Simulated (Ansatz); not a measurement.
**Strain response of Al3GaN4**

The calculation used DFT r2SCAN, scalar-relativistic, plane waves, PAW in Ansatz 0.2.0. (500 eV cutoff, 6×6×6 k-mesh, Gaussian smearing of 0.02 eV, no spin polarisation)

The relaxed crystal:

```xyz
8
Lattice="4.4012 0.0000 0.0000 0.0000 4.4012 0.0000 0.0000 0.0000 4.4012" Properties=species:S:1:pos:R:3 pbc="T T T"
Al    2.2006    2.2006    0.0000
Al    2.2006    0.0000    2.2006
Al    0.0000    2.2006    2.2006
Ga    0.0000    0.0000    0.0000
N     3.2765    3.2765    1.1247
N     3.2765    1.1247    3.2765
N     1.1247    3.2765    3.2765
N     1.1247    1.1247    1.1247
```

Deformation: all cell vectors scaled alike, the atoms relaxed, all within the symmetry that the strain leaves. Energies are extrapolated to zero smearing. Gaps are generalised Kohn–Sham gaps over the whole zone.

(1) Give the structure at +3.0 %.

Results:

(1)
```xyz
8
Lattice="4.5333 0.0000 0.0000 0.0000 4.5333 0.0000 0.0000 0.0000 4.5333" Properties=species:S:1:pos:R:3 pbc="T T T"
Al    2.2666    2.2666    0.0000
Al    2.2666    0.0000    2.2666
Al    0.0000    2.2666    2.2666
Ga    0.0000    0.0000    0.0000
N     3.3748    3.3748    1.1584
N     3.3748    1.1584    3.3748
N     1.1584    3.3748    3.3748
N     1.1584    1.1584    1.1584
```
Space group P-43m (215), 51.1 meV/atom over the relaxed crystal.